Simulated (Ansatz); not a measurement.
Bulk crystal (TiSi₂) after relaxation:

```xyz
6
Lattice="0.0000 4.1160 4.2581 2.3903 0.0000 4.2581 2.3903 4.1160 0.0000" Properties=species:S:1:pos:R:3 pbc="T T T"
Ti    3.5855    6.1740    6.3872
Ti    2.3903    4.1160    4.2581
Si    1.1952    0.7189    2.1291
Si    1.1952    3.3971    2.1291
Si    2.3903    1.3391    4.2581
Si    2.3903    6.8929    4.2581
```

Miller indices refer to the conventional cell of Fddd (No. 70), a = 4.781 Å, b = 8.232 Å, c = 8.516 Å, α = 90.00°, β = 90.00°, γ = 90.00°.

The (110) slab of 18 planes, 11.7 Å thick with 15 Å of vacuum as cut; outer planes Si (top) and Si (bottom).

Method: Ansatz, DFT r2SCAN, scalar-relativistic, plane waves, PAW. Settings: cutoff 500 eV, Γ-centred mesh 7×4×1 on the computed 36-atom cell, Gaussian smearing of 0.10 eV; no spin polarisation. A dipole correction removes the field between periodic images along c.

With the atoms at the bulk's places:

For the slab as cut, the surface energy (mean of both faces) is 2.47 J/m² and the work function is 4.22 eV.

Q: What changes when all atoms relax within this surface cell and its symmetry?

A: The energy falls by 0.158 J/m² a face, and the largest move is 0.39 Å.

| Property | Result |
| --- | --- |
| Surface energy (mean of both faces) | 2.31 J/m² |
| Work function | 4.09 eV |

| plane (bottom to top) | atoms | spacing to next, bulk (Å) | relaxed (Å) | change (%) |
| --- | --- | --- | --- | --- |
| 1 | Si2 | 0.672 | 0.480 | -28.6 |
| 2 | Ti2 | 0.672 | 0.611 | -9.2 |
| 3 | Si2 | 0.722 | 0.600 | -17.0 |
| 4 | Si2 | 0.672 | 0.909 | +35.2 |
| 5 | Ti2 | 0.672 | 0.522 | -22.3 |
| 6 | Si2 | 0.722 | 0.833 | +15.4 |
| 7 | Si2 | 0.672 | 0.567 | -15.6 |
| 8 | Ti2 | 0.672 | 0.783 | +16.5 |
| 9 | Si2 | 0.722 | 0.627 | -13.2 |
| 10 | Si2 | 0.672 | 0.783 | +16.5 |
| 11 | Ti2 | 0.672 | 0.567 | -15.6 |
| 12 | Si2 | 0.722 | 0.833 | +15.4 |
| 13 | Si2 | 0.672 | 0.522 | -22.3 |
| 14 | Ti2 | 0.672 | 0.909 | +35.2 |
| 15 | Si2 | 0.722 | 0.600 | -17.0 |
| 16 | Si2 | 0.672 | 0.611 | -9.2 |
| 17 | Ti2 | 0.672 | 0.480 | -28.6 |
| 18 | Si2 |  |  |  |